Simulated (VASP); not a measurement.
Crystal: FeO.

```xyz
2
Lattice="0.0000 2.1554 2.1554 2.1554 0.0000 2.1554 2.1554 2.1554 0.0000" Properties=species:S:1:pos:R:3 pbc="T T T"
Fe    0.0000    0.0000    0.0000
O     2.1554    2.1554    2.1554
```

Base run:

| Item | Value |
| --- | --- |
| Program | VASP 6.6.1 |
| Functional | PBE |
| Potentials or basis | VASP PAW PBE potentials, release 64 (Fe, O) |
| Cutoff | 520 eV |
| k mesh | 8 × 8 × 8 |
| Occupations | gaussian, width 0.05 eV |
| Spin | collinear spin, zero start |
| Starting moments | [0.0, 0.0] μB |
| Hubbard terms | Fe d U = 5 eV |

Its results: band gap on the k mesh 2.90 eV, indirect (least direct gap 3.28 eV); pressure -16.8 GPa; net moment 0.00 μB per cell.

Q: The run is repeated on the same cell with these changes: hubbard terms from Fe d U = 5 eV to Fe d U = 8 eV; further incar settings from ALGO = Fast; EDIFF = 1e-06; NBANDS = 18 to ALGO = Fast; EDIFF = 1e-06. What comes out?

A: Band gap on the k mesh 4.10 eV, indirect (least direct gap 4.25 eV); pressure -13.0 GPa; net moment 0.00 μB per cell.

A k mesh can miss the band edges.

Not every run made on this cell is shown here.
